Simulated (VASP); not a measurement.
A run of VASP 6.6.1 is set up as follows.

INCAR

```
  AGGAC = 0.0
  ALGO = Normal
  EDIFF = 1E-6
  EDIFFG = 1E-5
  ENCUT = 520
  GGA = CX
  GGA_COMPAT = False
  IBRION = 2
  ISIF = 2
  ISMEAR = -4
  LASPH = True
  LCHARG = False
  LMAXMIX = 6
  LORBIT = 11
  LREAL = False
  LSORBIT = True
  LUSE_VDW = True
  LWAVE = False
  MAGMOM = 0 0 0
  NELM = 120
  NSW = 60
  PREC = Accurate
  SIGMA = 0.2
```

File KPOINTS:

```
k-points
0
Gamma
  6 6 6
```

POSCAR

```
Eu
1.0
   -2.3311550000      2.2648870000      2.3084970000
    2.3259080000     -2.3145250000      2.3528880000
    2.2920740000      2.2754430000     -2.3581350000
Eu
1
Direct
    0.0141190000      0.0360270000     -0.0018430000
```

Potentials or basis: VASP PAW PBE potentials, release 64 (Eu_2), 4f in core.

The run is started by

```sh
$ cat potpaw_PBE.64/Eu_2/POTCAR > POTCAR
$ mpirun -np 1 vasp_ncl > vasp.out
```

What does it give for the net moment?

0.00 μB per cell.

Moments on the atoms (μB; x, y, z):
```
Eu  0.00 0.00 0.00
```

Caveat: the relaxation stopped at its first step, so nothing moved.
